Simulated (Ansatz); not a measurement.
Set up this calculation in Ansatz 0.2.0, as the native input.

- Task: single point
- Functional: PBE
- Potentials or basis: Ansatz PAW
- Cutoff: 420 eV (not typed: the program's choice for these potentials)
- k mesh: 7 × 7 × 4
- Occupations: gaussian, width 0.014 eV
- Spin: no spin polarisation

CdSe (Cadmoselite):

```
CELL_PARAMETERS angstrom
4.30000 0.00000 0.00000
-2.15000 3.72391 0.00000
0.00000 0.00000 7.02000
ATOMIC_POSITIONS crystal
Cd 0.66667 0.33333 0.50000
Cd 0.33333 0.66667 0.00000
Se 0.66667 0.33333 0.88500
Se 0.33333 0.66667 0.38500
```

These files were run (other wordings do the same):

input.yaml

```yaml
crystal:
  lattice:
    - [4.3, 0.0, 0.0]
    - [-2.15, 3.7239092363, 0.0]
    - [0.0, 0.0, 7.02]
  atoms:
    - { symbol: Cd, position: [0.6666666667, 0.3333333333, 0.5] }
    - { symbol: Cd, position: [0.3333333333, 0.6666666667, 0.0] }
    - { symbol: Se, position: [0.6666666667, 0.3333333333, 0.885] }
    - { symbol: Se, position: [0.3333333333, 0.6666666667, 0.385] }
hamiltonian:
  xc: pbe
  pseudopotentials: { kind: paw }
kpoints:
  mp_grid: { grid: [7, 7, 4] }
scf:
  occupations: { method: gaussian, width: 0.014 }
output:
  forces: true
  stress: true
  eigenvalues: true
  write_density: true
  write_potential: true
  elf: true
  volumetric_format: npy
```

Potentials or basis: Ansatz PAW.

Run with:

```bash
$ ansatz run input.yaml --threads 2 --pin off --max-ram 5632MiB --backend cpu --events-out ev --progress --plain --runs-dir out
```

It gave:

- Pressure: 3.0 GPa
- Largest force: 0.282 eV/Å
- Band gap on the k mesh: 0.70 eV, direct

Caveat: odd divisions of the mesh miss points on the zone boundary, where band edges often lie, so the gap on the mesh can be too wide.

It took 12 s on 2 threads of Intel(R) Xeon(R) Processor @ 2.50GHz (Skylake/Cascade Lake) (shared host), peak memory 0.43 GiB.
